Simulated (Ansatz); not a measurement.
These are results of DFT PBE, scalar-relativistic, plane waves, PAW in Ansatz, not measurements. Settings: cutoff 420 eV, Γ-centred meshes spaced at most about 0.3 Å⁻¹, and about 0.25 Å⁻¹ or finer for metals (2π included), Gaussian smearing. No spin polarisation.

These are static total energies at zero pressure.

Two relaxed structures of Hf4O3:

A.

Space group P-42m (No. 111). a = 4.802 Å, b = 4.802 Å, c = 5.055 Å, α = 90.00°, β = 90.00°, γ = 90.00°
```tsv
atom	site	symmetry	x	y	z
Hf	4n	..m	0.2506	0.2506	0.2517
O	1a	-42m	0.0000	0.0000	0.0000
O	1c	-42m	0.0000	0.0000	0.5000
O	1d	-42m	0.5000	0.5000	0.0000
```

B.

Space group I4/mmm (No. 139). a = 4.566 Å, b = 4.566 Å, c = 9.012 Å, α = 90.00°, β = 90.00°, γ = 90.00°
| atom | site | symmetry | x | y | z |
| --- | --- | --- | --- | --- | --- |
| Hf | 4c | mmm. | 0.5000 | 0.0000 | 0.0000 |
| Hf | 4e | 4mm | 0.5000 | 0.5000 | 0.2389 |
| O | 4d | -4m2 | 0.5000 | 0.0000 | 0.2500 |
| O | 2a | 4/mmm | 0.0000 | 0.0000 | 0.0000 |

Question: Which would you expect to be lower, and how large is the difference?

Answer: A is lower, by 111 meV/atom. A has space group P-42m (No. 111), 16.7 Å³/atom and no gap on its mesh; B has space group I4/mmm (No. 139), 13.4 Å³/atom and no gap. Counting O atoms around Hf (those within 1.25 times the shortest such distance or 1.15 times the sum of covalent radii; a slash parts the counts of unlike sites), A has Hf 3 and B has Hf 4/5. The lower one is the more open, so pressure narrows the difference. Both come from invented guesses.

Spin–orbit coupling, which can matter for Hf, is left out. Cells relaxed within their symmetry can be saddle points.

The structure with fewer Hf–O contacts is favoured by 111 meV/atom, so the coordination count is a poor guide to stability here. Both structures have a nearly face-centred cubic Hf sublattice and differ mainly in where oxygen sits. In A it partly fills tetrahedral holes, as in oxygen-deficient fluorite; in B it occupies octahedral holes, as in rock salt with ordered vacancies. Tetrahedral oxygen forms fewer but shorter bonds, and this is also its environment in cubic HfO2. With formal Hf well below its usual tetravalent state, electrons remain in Hf 5d-derived states, consistent with the missing gaps. The denser B keeps the Hf atoms closer together and should gain more from metal–metal bonding, which suggests that the stronger Hf–O bonding in A outweighs that gain. The ordering does not make A a stable suboxide: Hf–O phases at this composition normally separate into oxygen-saturated hexagonal Hf and monoclinic HfO2, a competition that this comparison leaves untested.
